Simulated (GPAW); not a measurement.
HfO2:

```
Hf O
1.0
     4.81353    0.00000    0.00000
     0.00000    4.81353    0.00000
     0.00000    0.00000    3.20542
Hf O
2 4
Direct
  0.50000 0.50000 0.50000
  0.00000 0.00000 0.00000
  0.80504 0.19496 0.50000
  0.69496 0.69496 0.00000
  0.30504 0.30504 0.00000
  0.19496 0.80504 0.50000
```

Measurements of this composition are mostly on another form, of space group No. 14.

Base run:

```yaml
Program: GPAW 26.7.0
Functional: PBE
Potentials_or_basis: GPAW PAW data sets (gpaw-data 1.2.1)
Cutoff: 650 eV
Basis: pw
k_mesh: 5 × 5 × 7
Occupations: fermi-dirac, width 0.001 eV
Spin: no spin polarisation
Hubbard_terms: Hf d U = 4.0 eV
```

Its results: band gap on the k mesh 4.86 eV, direct; electronic dielectric tensor (diagonal) 3.53, 3.53, 3.89.

Question: The run is repeated on the same cell with these changes: hubbard terms from Hf d U = 4.0 eV to none. What comes out?

Answer: Band gap on the k mesh 4.00 eV, direct; electronic dielectric tensor (diagonal) 3.97, 3.97, 4.45.

The U term pushes filled and empty states of the shell apart.

Caveats: the long-wavelength limit can be off by several per cent where d states take part; spin-orbit coupling is left out, which moves the levels of the heavy elements; an odd mesh through Γ misses points on the zone boundary, where band edges often lie; response on these states lacks terms of the Hamiltonian (some runs).
